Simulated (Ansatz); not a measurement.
SrCl$_{2}$: computed properties

Theory: DFT PBE, scalar-relativistic, plane waves, PAW (Ansatz 0.2.0).

Cutoff 420 eV; k points 6×6×6 on the computed 3-atom cell (Γ-centred); Gaussian smearing, width 0.02 eV; no spin polarisation.

The structure is relaxed at this level of theory with its symmetry kept. Whether it is the stable form of this composition wasn't checked.

Symmetry: Fm-3m, No. 225, cubic system. Conventional cell: a = 7.038 Å, b = 7.038 Å, c = 7.038 Å, α = 90.00°, β = 90.00°, γ = 90.00°. Around Sr (site symmetry m-3m) lie 8 Cl at 3.05 Å. Cl (site symmetry -43m) is surrounded by 4 Sr at 3.05 Å.

```json
{
 "Volume per atom": "29.06 Å³",
 "Formation energy from the elements' standard states (uncorrected)": "-2.541 eV/atom",
 "Kohn–Sham band gap": "5.24 eV, indirect from X to Γ",
 "Löwdin character of the top 1 eV of the valence band": "Cl 3p 98 %",
 "Electron masses at the edge by Cartesian direction of the standard setting (m_e; degenerate bands sorted by energy; no spin-orbit coupling)": "x: 0.39; y: 0.39; z: 0.39",
 "Hole masses at the edge by Cartesian direction of the standard setting (m_e; degenerate bands sorted by energy; no spin-orbit coupling)": "x: 0.45; y: 4.1; z: 4.1",
 "Bulk modulus": "34 GPa",
 "Its pressure derivative": "4.5",
 "Electronic dielectric constant xx, yy, zz of the standard setting (independent particles)": "3.2, 3.2, 3.2",
 "Bader charges (e)": "Sr (1 in the cell) 1.63, Cl (2 in the cell) -0.81"
}
```

Cost: 12 runs of about 0.99 core-minutes in all, on Arm Neoverse V1 (shared hosts).